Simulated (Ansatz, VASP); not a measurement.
**SiC: VASP beside Ansatz**

Wanted: the spread between two codes on one cell, functional and k mesh.

Method: plane waves, with VASP 6.6.1 beside it; single point at LDA, in Ansatz 0.2.0.

## 1. Set-up

It takes space group P6_3mc (No. 186, hexagonal). The conventional cell has a = 3.076 Å, b = 3.076 Å, c = 10.071 Å, α = 90.00°, β = 90.00°, γ = 120.00°. Si has 4 C at 1.88 to 1.89 Å nearest. Nearest to Si lie 4 C at 1.88 to 1.89 Å. Nearest to C lie 4 Si at 1.88 to 1.89 Å. Nearest to C lie 4 Si at 1.88 to 1.89 Å. Farther neighbours are not listed.

## 2. VASP: single point, LDA

A single point gives forces, pressure and levels at one fixed geometry, so differences don't come from the geometry; what else differs is listed under the comparison.

Lines of VASP's logs that name or quote its potential files are left out, and so is its time.

INCAR

```
SYSTEM = SiC
PREC = Accurate
ENCUT = 520
EDIFF = 1E-07
NELM = 100
ISMEAR = 0
SIGMA = 0.01
LREAL = .FALSE.
ALGO = Normal
GGA = CA
NBANDS = 24
LORBIT = 11
LWAVE = .FALSE.
LCHARG = .FALSE.
KPAR = 4
```

POSCAR

```
SiC
1.0
    3.0756941497      0.0000000000      0.0000000000
   -1.5378470748      2.6636292679      0.0000000000
    0.0000000000      0.0000000000     10.0706464800
Si C
4 4
Direct
    0.0000000000      0.0000000000      0.1878943800
    0.0000000000      0.0000000000      0.6878943800
    0.3333333333      0.6666666667      0.4378419800
    0.6666666667      0.3333333333      0.9378419800
    0.0000000000      0.0000000000      0.0004600500
    0.0000000000      0.0000000000      0.5004600500
    0.3333333333      0.6666666667      0.2498025900
    0.6666666667      0.3333333333      0.7498025900
```

KPOINTS

```
Automatic mesh
0
Gamma
8 8 3
0 0 0
```

PAW data sets: Si and C (PBE family, release 64).

Launch:

```sh
mpirun -np 4 vasp_std
```

Numbers of over 12 decimals in the logs are rounded to 6 here.

The log of the run:

```text
[banner, memory and clock lines left out]
running    4 mpi-ranks, on    1 nodes
 distrk:  each k-point on    1 cores,    4 groups
 distr:  one band on    1 cores,    1 groups

 POSCAR found type information on POSCAR SiC
 POSCAR found :  2 types and       8 ions
|                                                                             |
|               ----> ADVICE to this user running VASP <----                  |
|                                                                             |
|     You enforced a specific xc type in the INCAR file but a different       |
|     [... a line on the potential file left out ...]
|     I HOPE YOU KNOW WHAT YOU ARE DOING!                                     |
|                                                                             |

 LDA part: xc-table for (Slater(with rela. corr.)+CA(PZ))
 , standard interpolation
 POSCAR, INCAR and KPOINTS ok, starting setup
 FFT: planning ... GRIDC
 FFT: planning ... GRID_SOFT
 FFT: planning ... GRID
 WAVECAR not read
 entering main loop
       N       E                     dE             d eps       ncg     rms          rms(c)
DAV:   1     0.682668344503E+02    0.68267E+02   -0.14588E+04   960   0.121E+03
DAV:   2    -0.672410836309E+02   -0.13551E+03   -0.12697E+03  1328   0.196E+02
DAV:   3    -0.739931756296E+02   -0.67521E+01   -0.67116E+01  1280   0.431E+01
DAV:   4    -0.740834732593E+02   -0.90298E-01   -0.90226E-01  1232   0.582E+00
DAV:   5    -0.740853449056E+02   -0.18716E-02   -0.18712E-02  1272   0.783E-01    0.165E+01
DAV:   6    -0.666725831569E+02    0.74128E+01   -0.22111E+01  1224   0.212E+01    0.698E+00
DAV:   7    -0.664337792067E+02    0.23880E+00   -0.19806E+00  1352   0.656E+00    0.312E+00
DAV:   8    -0.663625430202E+02    0.71236E-01   -0.12804E-01  1208   0.177E+00    0.909E-01
DAV:   9    -0.663533391531E+02    0.92039E-02   -0.16890E-02  1256   0.678E-01    0.147E-01
DAV:  10    -0.663534332668E+02   -0.94114E-04   -0.12273E-03  1224   0.186E-01    0.702E-02
DAV:  11    -0.663534384022E+02   -0.51354E-05   -0.35637E-05  1224   0.392E-02    0.255E-02
DAV:  12    -0.663534339121E+02    0.44901E-05   -0.67603E-06  1256   0.125E-02    0.948E-03
DAV:  13    -0.663534334859E+02    0.42617E-06   -0.27459E-06  1240   0.707E-03    0.151E-03
DAV:  14    -0.663534335127E+02   -0.26831E-07   -0.81776E-08   912   0.175E-03
   1 F= -.66353434E+02 E0= -.66353434E+02  d E =-.119959E-56
```

From OUTCAR (step 2):

```text
ion  position               nearest neighbor table
   1  0.000  0.000  0.188-   7 1.88   7 1.88   7 1.88   5 1.89   3 3.08   3 3.08   3 3.08   4 3.08
                             4 3.08   4 3.08
   2  0.000  0.000  0.688-   8 1.88   8 1.88   8 1.88   6 1.89   4 3.08   4 3.08   4 3.08   3 3.08
                             3 3.08   3 3.08
   3  0.333  0.667  0.438-   6 1.88   6 1.88   6 1.88   7 1.89   1 3.08   1 3.08   1 3.08   2 3.08
                             2 3.08   2 3.08
   4  0.667  0.333  0.938-   5 1.88   5 1.88   5 1.88   8 1.89   2 3.08   2 3.08   2 3.08   1 3.08
                             1 3.08   1 3.08
   5  0.000  0.000  0.000-   4 1.88   4 1.88   4 1.88   1 1.89
   6  0.000  0.000  0.500-   3 1.88   3 1.88   3 1.88   2 1.89
   7  0.333  0.667  0.250-   1 1.88   1 1.88   1 1.88   3 1.89
   8  0.667  0.333  0.750-   2 1.88   2 1.88   2 1.88   4 1.89

  LATTYP: Found a hexagonal cell.
 ALAT       =     3.0756941497
 C/A-ratio  =     3.2742678530

 Subroutine GETGRP returns: Found 12 space group operations
 (whereof  6 operations were pure point group operations)

The static configuration has the point symmetry C_3v.
 The point group associated with its full space group is C_6v.

 Found     20 irreducible k-points:

   k-points           NKPTS =     20   k-points in BZ     NKDIM =     20   number of bands    NBANDS=     24

   dimension x,y,z NGX =    24 NGY =   24 NGZ =   80
   dimension x,y,z NGXF=    48 NGYF=   48 NGZF=  160

   ENCUT  =  520.0 eV  38.22 Ry    6.18 a.u.   5.72  5.72 18.72*2*pi/ulx,y,z

   NELECT =      32.0000    total number of electrons

 k-points in reciprocal lattice and weights: Automatic mesh
   0.00000000  0.00000000  0.00000000       0.005
   0.12500000  0.00000000  0.00000000       0.031
   0.25000000  0.00000000  0.00000000       0.031
   0.37500000  0.00000000  0.00000000       0.031
   0.50000000  0.00000000  0.00000000       0.016
   0.12500000  0.12500000  0.00000000       0.031
   0.25000000  0.12500000  0.00000000       0.062
   0.37500000  0.12500000  0.00000000       0.062
   0.25000000  0.25000000  0.00000000       0.031
[...]
0.25000000  0.25000000  0.33333333       0.062
   0.37500000  0.25000000  0.33333333       0.062

 average (electrostatic) potential at core
       1 -79.8730       2 -79.8730       3 -79.9170       4 -79.9170       5 -44.7884
       6 -44.7884       7 -44.7310       8 -44.7310

 E-fermi :   8.1281

 k-point     1 :       0.0000    0.0000    0.0000
  band No.  band energies     occupation
    ...
     12       7.4270      2.00000
     13       7.4270      2.00000
     14       7.9633      2.00000
     15       8.0179      2.00000
     16       8.0179      2.00000
     17      13.1008      0.00000
     18      13.6659      0.00000
     19      14.3000      0.00000
     20      14.3726      0.00000
     21      14.8949      0.00000
    ...

 k-point     2 :       0.1250    0.0000    0.0000
  band No.  band energies     occupation
    ...
     12       6.9850      2.00000
     13       7.0631      2.00000
     14       7.0851      2.00000
     15       7.7772      2.00000
     16       7.8865      2.00000
     17      13.2053      0.00000
     18      13.8576      0.00000
     19      13.9710      0.00000
     20      14.6580      0.00000
     21      14.9285      0.00000
    ...

 k-point     3 :       0.2500    0.0000    0.0000
  band No.  band energies     occupation
    ...
     12       5.5480      2.00000
     13       6.3373      2.00000
     14       6.3745      2.00000
     15       7.1712      2.00000
     16       7.4638      2.00000
     17      11.7229      0.00000
     18      12.2463      0.00000
     19      13.0013      0.00000
     20      14.0613      0.00000
     21      14.6794      0.00000
    ...

  Total       -1.0872442     -1.0872442     -1.1236425     -0.0000000      0.0000000      0.0000000
  in kB      -21.1136544    -21.1136544    -21.8204882     -0.0000000      0.0000000      0.0000000
  external PRESSURE =     -21.3492657 kB  Pullay stress =       0.0000000 kB

  energy-cutoff  :      520.00
  volume of cell :       82.50
      direct lattice vectors                 reciprocal lattice vectors
     3.075694150  0.000000000  0.000000000     0.325129857  0.187713811  0.000000000
    -1.537847075  2.663629268  0.000000000     0.000000000  0.375427621  0.000000000
     0.000000000  0.000000000 10.070646480     0.000000000  0.000000000  0.099298491

 POSITION                                       TOTAL-FORCE (eV/Angst)
 -----------------------------------------------------------------------------------
      0.00000      0.00000      1.89222        -0.000000     -0.000000     -0.004618
      0.00000      0.00000      6.92754        -0.000000      0.000000     -0.004618
     -0.00000      1.77575      4.40935        -0.000000     -0.000000      0.003861
      1.53785      0.88788      9.44468         0.000000      0.000000      0.003861
      0.00000      0.00000      0.00463        -0.000000      0.000000     -0.001065
      0.00000      0.00000      5.03996         0.000000      0.000000     -0.001065
     -0.00000      1.77575      2.51567        -0.000000     -0.000000      0.001821
      1.53785      0.88788      7.55100         0.000000     -0.000000      0.001821
 -----------------------------------------------------------------------------------
    total drift:                               -0.000000     -0.000000      0.000039

  FREE ENERGIE OF THE ION-ELECTRON SYSTEM (eV)
  ---------------------------------------------------
  free  energy   TOTEN  =       -66.3534335127 eV

  energy  without entropy=      -66.3534335127  energy(sigma->0) =      -66.35343351

 total charge
# of ion       s       p       d       tot
------------------------------------------
    1        0.708   0.975   0.000   1.682
    2        0.708   0.975   0.000   1.682
    3        0.707   0.976   0.000   1.683
    4        0.707   0.976   0.000   1.683
    5        0.822   1.711   0.000   2.533
    6        0.822   1.711   0.000   2.533
    7        0.822   1.713   0.000   2.535
    8        0.822   1.713   0.000   2.535
--------------------------------------------------
tot          6.117  10.749   0.000  16.866

[... 3 further parts left out ...]
```

The run ends at a pressure of -2.13 GPa, with forces up to 0.0046 eV/Å.

## 3. Ansatz: single point, LDA

Ansatz runs on its default PAW (the set named soft_2) files.

The same cell, functional (in two slightly different forms), mesh and smearing now go to Ansatz, which takes its cutoff from its data sets.

input.yaml

```yaml
crystal:
  lattice:
    - [3.0756941497, 0.0, 0.0]
    - [-1.5378470748, 2.6636292679, 0.0]
    - [0.0, 0.0, 10.07064648]
  atoms:
    - { symbol: Si, position: [0.0, 0.0, 0.18789438] }
    - { symbol: Si, position: [0.0, 0.0, 0.68789438] }
    - { symbol: Si, position: [0.3333333333, 0.6666666667, 0.43784198] }
    - { symbol: Si, position: [0.6666666667, 0.3333333333, 0.93784198] }
    - { symbol: C, position: [0.0, 0.0, 0.00046005] }
    - { symbol: C, position: [0.0, 0.0, 0.50046005] }
    - { symbol: C, position: [0.3333333333, 0.6666666667, 0.24980259] }
    - { symbol: C, position: [0.6666666667, 0.3333333333, 0.74980259] }
hamiltonian:
  xc: lda
  pseudopotentials: { kind: paw }
kpoints:
  mp_grid: { grid: [8, 8, 3] }
scf:
  occupations: { method: gaussian, width: 0.01 }
  n_extra_bands: 6
output:
  forces: true
  stress: true
  eigenvalues: true
```

Launch:

```sh
ansatz run input.yaml --threads 4 --pin off --max-ram 9216MiB --backend cpu --events-out ev --progress --plain --runs-dir out
```

The log of the run:

```text
scf.n_extra_bands = 6 over 16 filled bands (N_el = 32.0): the run solves 22 bands
Engine: ansatz 0.2.0, aarch64-unknown-linux-gnu
Pseudopotentials: kind: paw
Pseudopotential: Si, paw, valence charge 4, recommended cutoff 420 eV (normal), Si.paw.azcp
Pseudopotential: C, paw, valence charge 4, recommended cutoff 420 eV (normal), C.paw.azcp
Functional definition: SPW92
  exchange = slater_x
  correlation = pw_c
Crystal: 8 atoms, lattice volume = 82.504 Å³
Basis set: ecut = 420 eV, 1605 PW (Γ)
Bands: 22, of which v1, the nominal top of the filled ones, is band 16 counted from 1 (15 counted from 0)
Symmetry: 12 space group operations
Space group: P63mc (ITA 186), of the structure as read, at distance tolerance 4.4e-5 Å
k-points: 20 of 192 (time reversal used)
Non-local potential: Si, projectors of the file, l = 0: 2, l = 1: 2, l = 2: 2
Non-local potential: C, projectors of the file, l = 0: 2, l = 1: 2, l = 2: 1
PAW form: soft (Blöchl's): semilocal exchange-correlation on the pseudo side does not see the compensation charge
PAW frozen core: Si, regenerated for the run's functional, and the local potential with it (the file was generated under x = pbe(κ = 0.804, μ = 0.219515), c = pbe(β = 0.066725))
PAW frozen core: C, regenerated for the run's functional, and the local potential with it (the file was generated under x = pbe(κ = 0.804, μ = 0.219515), c = pbe(β = 0.066725))
PAW one-centre angular grid: Si, 110 points (default); XC on 64 Gauss nodes
PAW one-centre angular grid: C, 110 points (default); XC on 64 Gauss nodes
Initial density: superposition of atomic densities (neutral atoms: chi_scale 0, normalization atom), corrected by the library's trained network
Initial wavefunctions: pseudopotential atomic-orbital guess
Functional: x = slater, c = lda
SCF iter   1: F=—  HF=-3408.809858 eV  |F-HF|=—  |Δ(HF+E_count)|=         —  Δρ=7.86e-3  dr2=5.39e-2  ethr=1.77e-3  ⟨swp⟩=7.2  Hψ=2588  notcnv=0
preconditioner: auto → none  [insulator: Δε(μ)=2.101 eV  Ē_g=11.216 eV  σ=0.010 eV  W_gap=1.00  n_scr=6 (ndim 8)  ℏωp=23.1 eV  f_vac=0.000  D(μ)=0.00/eV (n_scr^D=0)  ε∞_Penn≈5.3]
SCF iter   2: F=—  HF=-3408.794595 eV  |F-HF|=—  |Δ(HF+E_count)|=   1.53e-2  Δρ=2.75e-3  dr2=2.42e-3  ethr=1.68e-4  ⟨swp⟩=2.7  Hψ=966  notcnv=0  defer=31
SCF iter   3: F=—  HF=-3408.794061 eV  |F-HF|=—  |Δ(HF+E_count)|=   5.34e-4  Δρ=1.03e-3  dr2=3.63e-4  ethr=7.56e-6  ⟨swp⟩=1.9  Hψ=448  notcnv=0  defer=31
SCF iter   4: F=—  HF=-3408.793991 eV  |F-HF|=—  |Δ(HF+E_count)|=   7.00e-5  Δρ=7.74e-5  dr2=1.18e-5  ethr=1.13e-6  ⟨swp⟩=2.0  Hψ=702  notcnv=0  defer=31
SCF iter   5: F=—  HF=-3408.793983 eV  |F-HF|=—  |Δ(HF+E_count)|=   8.31e-6  Δρ=2.44e-5  dr2=5.20e-7  ethr=3.69e-8  ⟨swp⟩=2.0  Hψ=640  notcnv=0  defer=31
SCF iter   6: F=-3408.793983 eV  HF=-3408.793983 eV  |F-HF|=1.77e-8  |Δ(HF+E_count)|=   2.66e-8  Δρ=8.09e-6  dr2=4.71e-8  ethr=3.13e-10  ⟨swp⟩=10.1  Hψ=2173  notcnv=0
SCF 1 converged in 6 iterations: F = -3408.793983 eV  dr2 = 4.71e-8
  greatest PAW one-centre occupation: 0.638 electrons in one spin orbital (limit 2), on the C atom at site 7 (counted from 0), in its partial waves of l = 0
SCF converged after 6 iterations
Free energy (F): -3408.793983 eV
Harris-Foulkes:  -3408.793983 eV  (|F-HF|=1.77e-8)
Internal energy: -3408.793983 eV  (E = F + TS)
E sigma→0 (E₀):  -3408.793983 eV
Fermi energy:    10.439630 eV
--- Per-component energies (eV) ---
  E_band       = 109.168034
  E_kinetic    = 543.535436
  E_local      = -425.886417  (includes V_loc(G=0)·N_el)
  E_nonlocal   = 215.754952
  E_hartree    = 127.792626
  E_xc         = -419.105313
  E_vxc        = -437.835351  (∫ρ·V_xc dr)
  E_paw        = -2311.952672  (= ΣΔE_a)
  E_vpaw       = -41.986107  (= ΣTr[D̂ρ^β])
  E_aug_tail   = 0.000062  (compensation charges beyond the density's cutoff)
  E_ewald      = -1139.521310
  E_core_change = 0.588653  (= ΣΔE_core)
  E_smearing   = -0.000000  (= −TS)
  E_closure    = -0.000000  (closes the sum)
  Σ components = -3408.793983   (vs F -3408.793983, Δ=0.00e0)
--- Forces (eV/Å), atoms counted from 1 ---
  atom   1  Si     0.00000000    -0.00000000    -0.00142783
  atom   2  Si    -0.00000000    -0.00000000    -0.00142783
  atom   3  Si     0.00000000     0.00000000     0.00447405
  atom   4  Si    -0.00000000    -0.00000000     0.00447405
  atom   5  C     -0.00000000     0.00000000    -0.00277378
  atom   6  C      0.00000000    -0.00000000    -0.00277378
  atom   7  C     -0.00000000     0.00000000    -0.00030442
  atom   8  C      0.00000000    -0.00000000    -0.00030442
  max |Σ_I F_I| component: 6.40e-5 eV/Å
--- Stress (GPa, compression-positive) ---
       -3.782648       0.000000      -0.000000
        0.000000      -3.782648      -0.000000
       -0.000000      -0.000000      -3.849709
  P = ⅓ Tr σ = -3.8050 GPa (-38.050 kbar)
--- Band table (eV; the first three rows and the last of 20) ---
  k-point 0: bands = [... 12 lower, 8.7653, 9.2976, 9.3511, 9.3511, 14.4167, 14.9899, 15.6231, 15.6915, ... 2 higher]
  k-point 1: bands = [... 12 lower, 9.0088, 9.0088, 9.2538, 9.2538, 14.5102, 14.7651, 15.9146, 16.0821, ... 2 higher]
  k-point 2: bands = [... 12 lower, 8.4042, 8.4203, 9.1132, 9.2215, 14.5362, 15.1902, 15.2975, 15.9892, ... 2 higher]
  k-point 19: bands = [... 12 lower, 5.7913, 6.5418, 7.1330, 7.1889, 12.7271, 12.7760, 15.2146, 15.2636, ... 2 higher]
```

Wall time 0.83 s (4 threads of Arm Neoverse V2, shared host); peak memory 0.32 GiB; 2.8 s of CPU time.

The column dr2 measures how far the density is from self-consistency, as an energy; F and HF (Harris–Foulkes) agree once it is small.

The run ends at a pressure of -3.81 GPa, with forces up to 0.0045 eV/Å.

## 4. Comparison

Known differences besides the potentials themselves: the two LDA forms differ slightly; the cutoff is 420 eV in Ansatz and 520 eV in VASP; Ansatz makes its cores anew for this functional, VASP keeps those of its PBE data sets; VASP's log shows a relativistic correction to its local exchange, Ansatz's none. Total energies have different zeros and are not compared.

Both answers:

```
                                        quantity  Ansatz   VASP  difference
                                  pressure (GPa)   -3.81  -2.13       -1.67
pressure without Ansatz's Pulay correction (GPa)   -4.20  -2.13       -2.06
                          gap on the k mesh (eV)   2.177  2.170      +0.007
```

At this near-relaxed geometry the largest component of a force difference is 3 meV/Å. A gap on the mesh is an upper bound, since the band edges may lie between its points. Ansatz's pressure holds a Pulay correction of 0.39 GPa; VASP's holds none.

## 5. What the set-up changes

Further runs change the set-up of one program: Ansatz's method, potentials or start, or VASP's data sets, cutoff or form of LDA. The table gives Ansatz less VASP for each quantity, since a change that brings one quantity closer may part another.

```
                                        run  r.m.s. force difference (meV/Å)  pressure (GPa)  gap on the k mesh (eV)  pressure without Ansatz's Pulay correction (GPa)
                                   as above                              1.2            -1.7                  0.0068                                              -2.1
                       cores kept as stored                              1.4            -1.1                  0.0039                                              -1.5
          Ansatz's all-electron LAPW method                              1.2            -1.7                  0.0068                                                  
    Ansatz's larger PAW set (cutoff 800 eV)                              1.3            -1.7                  0.0075                                                  
norm-conserving potentials (cutoff 1116 eV)                              1.2            -2.1                   0.019                                              -2.2
```

## 6. Results

| Property | Result |
| --- | --- |
| difference in pressure (single point, LDA) | -1.7 GPa |

In words: The difference in pressure is -1.7 GPa (single point, LDA), beyond the 1 GPa picked in this series as the mark of a large difference. Single point, LDA, cores kept as stored: the difference in pressure goes from -1.7 to -1.1 GPa; the difference in gap on the k mesh goes from 0.0068 to 0.0039 eV; the difference in pressure without Ansatz's Pulay correction goes from -2.1 to -1.5 GPa. Single point, LDA, norm-conserving potentials (cutoff 1116 eV): the difference in gap on the k mesh goes from 0.0068 to 0.019 eV. 1 further run of this series is not shown here. How closely two codes agree says nothing of how well the functional describes the real material.

[Lines on the potential files, build, host, timing and source positions are cut from VASP's logs without a mark.]

[Logs are printed without paths, hosts, clocks, repeated set-up lines and the standing remarks that a program may print on its own settings, such as how far it seeks lower states.]

[Hosts, paths, dates, database ids (printed as entryN), source tags and the programs' standing remarks are cut or masked in the printed files.]
